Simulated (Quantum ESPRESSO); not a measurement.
HfO2:

```
Hf O
1.0
     3.55802    0.00000    0.00000
     0.00000    3.55802    0.00000
     0.00000    0.00000    5.17186
Hf O
2 4
Direct
  0.00000 0.00000 0.00000
  0.50000 0.50000 0.50000
  0.00000 0.50000 0.19721
  0.50000 0.00000 0.30279
  0.50000 0.00000 0.80279
  0.00000 0.50000 0.69721
```

Measurements of this composition are mostly on another form, of space group No. 14.

Program: Quantum ESPRESSO 7.5. Alike in all runs: no spin polarisation; cell as given; k mesh 8 × 8 × 5; smearing fermi-dirac 0.05 eV.

Order these runs on this cell by their pressure, lowest first.
A. level PBE; potentials or basis SSSP 1.3 efficiency PBE; cutoff (eV) 816
B. level LDA; potentials or basis GBRV 1.5 LDA; cutoff (eV) 612; form of the LDA correlation PZ81
C. level PBEsol; potentials or basis GBRV 1.5 PBEsol; cutoff (eV) 612

B (-6.3 GPa), C (0.0 GPa), A (7.9 GPa).

Not every run made on this cell is shown here.
